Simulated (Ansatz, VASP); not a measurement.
**Zr: VASP beside Ansatz**

Contents of INCAR:

```
SYSTEM = Zr
ALGO = Normal
EDIFF = 1E-7
ENCUT = 520
GGA = PE
ISIF = 2
ISMEAR = -1
LASPH = .True.
LCHARG = .False.
LREAL = .False.
LWAVE = .False.
NBANDS = 12
NELM = 100
PREC = Accurate
SIGMA = 0.1
```

The input KPOINTS:

```
k-points
0
Gamma
  14 14 14
  0 0 0
```

Contents of POSCAR:

```
Zr
1.0
    2.7623963610      0.0000000000      0.0000000000
    0.0000000000      2.7623963610      0.0000000000
    0.0000000000      0.0000000000      2.7623963610
Zr
1
Direct
    0.0000000000      0.0000000000      0.0000000000
```

Input for Ansatz:

```yaml
crystal:
  lattice:
    - [2.762396361, 0.0, 0.0]
    - [0.0, 2.762396361, 0.0]
    - [0.0, 0.0, 2.762396361]
  atoms:
    - { symbol: Zr, position: [0.0, 0.0, 0.0] }
kpoints:
  mp_grid: { grid: [14, 14, 14] }
scf:
  occupations: { method: fermi_dirac, width: 0.1 }
hamiltonian:
  xc: pbe
  pseudopotentials: { kind: all_electron, lapw: { basis_error: 0.001 } }
output:
  forces: true
  stress: true
  eigenvalues: true
  populations: true
```

Change from the starting cell: volume scaled by 0.85, LAPW.

Alike in both runs: task single point; functional PBE; k mesh 14 × 14 × 14; occupations fermi-dirac, width 0.1 eV; no spin polarisation.

|  | VASP | Ansatz |
| --- | --- | --- |
| version | VASP 6.6.1 | Ansatz 0.2.0 |
| potentials or method | VASP PAW PBE potentials, release 64 (Zr_sv) | all-electron LAPW, scalar-relativistic |
| plane-wave cutoff (eV) | 520 | see its input |

```csv
,VASP,Ansatz,Ansatz less VASP
pressure (GPa),15.1,15.0,-0.11
```

Ansatz ran all-electron here, so the differences hold the error of VASP's frozen core and of both bases.

Caveats: so large a pressure means that the cell lies far from this level's equilibrium, or that cutoff or potentials fall short (VASP).
